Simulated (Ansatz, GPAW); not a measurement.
**One calculation of ZrC, 3 ways**

```
Zr C
1.0
     0.00000    2.36500    2.36500
     2.36500    0.00000    2.36500
     2.36500    2.36500    0.00000
Zr C
1 1
Direct
  0.50000 0.50000 0.50000
  0.00000 0.00000 0.00000
```

Alike in all runs: task single point; functional PBE; k mesh 10 × 10 × 10; occupations gaussian, width 0.024 eV; no spin polarisation; no spin-orbit coupling. Pressure is positive in compression and, in plane waves, holds the error of the finite cutoff, which Ansatz's Pulay term estimates and takes out.

```tsv
program and potentials	plane-wave cutoff (eV)	notes	pressure (GPa)
Ansatz, Ansatz PAW	420	Pulay term of +0.20 GPa included	-2.96
Ansatz, all-electron LAPW, scalar-relativistic	-	-	?
GPAW, GPAW PAW data sets (gpaw-data 1.2.1)	800	-	-3.88
```

Question: Estimate from the other rows what the run with Ansatz, all-electron LAPW, scalar-relativistic gave.

Answer: Pressure -2.90 GPa. The other rows, which needn't bracket it: pressure -3.88 to -2.96.
